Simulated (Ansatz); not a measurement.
SnTe:

```xyz
2
Lattice="3.9047 0.0000 0.0000 0.0000 3.9047 0.0000 0.0000 0.0000 3.9047" Properties=species:S:1:pos:R:3 pbc="T T T"
Te    1.9524    1.9524    1.9524
Sn    0.0000    0.0000    0.0000
```

Measurements of this composition are mostly on another form, of space group No. 225.

- Program: Ansatz 0.2.0
- Task: relaxation of cell and atoms
- Functional: HSEsol
- Potentials or basis: Ansatz PAW
- Cutoff: 420 eV (not typed: the program's choice for these potentials)
- k mesh: 4 × 4 × 4
- Occupations: fermi-dirac, width 0.05 eV
- Spin: no spin polarisation

At the start: volume 29.77 Å³/atom.

Task: Where does the relaxation end?

Result: It ends after 5 steps and the volume is 27.77 Å³/atom (-6.7 %); space group Pm-3m (No. 221, to 0.05 Å).

Step by step:
```
step  energy change (eV)  largest force (eV/Å)  volume (Å³)
   1              0.0000                0.0000        59.53
   2             -0.0349                0.0000        56.06
   3             -0.0357                0.0000        55.42
   4             -0.0357                0.0000        55.53
   5             -0.0347                0.0000        55.53
```

Final structure:
```
Te Sn
1.0
     3.81517    0.00000    0.00000
     0.00000    3.81517    0.00000
     0.00000    0.00000    3.81517
Te Sn
1 1
Cartesian
  1.9076 1.9076 1.9076
  0.0000 0.0000 0.0000
```

Caveat: the k mesh is coarse (spacing up to 0.40 Å⁻¹), so the values aren't converged, least of all with exact exchange; the plane-wave basis is chosen anew once the cell has moved, so the energies of steps on either side of that aren't comparable; the PAW data sets come from PBE, with cores solved anew for the run's functional, which leaves a small shift of forces and pressure.
